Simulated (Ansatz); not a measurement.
The system is Cu.

```
CELL_PARAMETERS angstrom
-1.44279 1.44279 1.37608
1.44279 -1.44279 1.37608
1.44279 1.44279 -1.37608
ATOMIC_POSITIONS crystal
Cu 0.00000 0.00000 0.00000
```

This isn't the form of Cu at room conditions, which is fcc.

| Property | Result |
| --- | --- |
| Program | Ansatz 0.2.0 |
| Task | relaxation of cell and atoms |
| Functional | PBEsol |
| Dispersion | D3(BJ)-ATM |
| Potentials or basis | Ansatz PAW |
| Cutoff | 420 eV (not typed: the program's choice for these potentials) |
| k mesh | 13 × 13 × 13 |
| Occupations | fermi-dirac, width 0.05 eV |
| Spin | no spin polarisation |

At the start: volume 11.46 Å³/atom.

Problem. How do energy, volume and symmetry change on relaxing?

Solution. It ends after 7 steps and the volume is 10.99 Å³/atom (-4.1 %); space group I4/mmm (No. 139, to 0.05 Å).

Step by step:
```tsv
step	energy change (eV)	largest force (eV/Å)	volume (Å³)
1	0.0000	0.0000	11.46
2	-0.0081	0.0000	11.22
3	-0.0109	0.0000	10.97
4	-0.0109	0.0000	10.99
5	-0.0109	0.0000	10.99
6	-0.0109	0.0000	10.99
7	-0.0105	0.0000	10.99
```

Final structure:
```cif
data_structure
_symmetry_space_group_name_H-M 'P 1'
_symmetry_Int_Tables_number 1
_cell_length_a 2.4265
_cell_length_b 2.4265
_cell_length_c 2.4265
_cell_angle_alpha 108.483
_cell_angle_beta 108.483
_cell_angle_gamma 111.466
_cell_volume 10.99
loop_
_atom_site_label
_atom_site_type_symbol
_atom_site_fract_x
_atom_site_fract_y
_atom_site_fract_z
_atom_site_occupancy
Cu1 Cu 0.00000 0.00000 0.00000 1
```

Caveat: the plane-wave basis is chosen anew once the cell has moved, so the energies of steps on either side of that aren't comparable; pairwise dispersion overbinds metals, which lowers pressure and volume; the PAW data sets come from PBE, with cores solved anew for the run's functional, which leaves a small shift of forces and pressure.
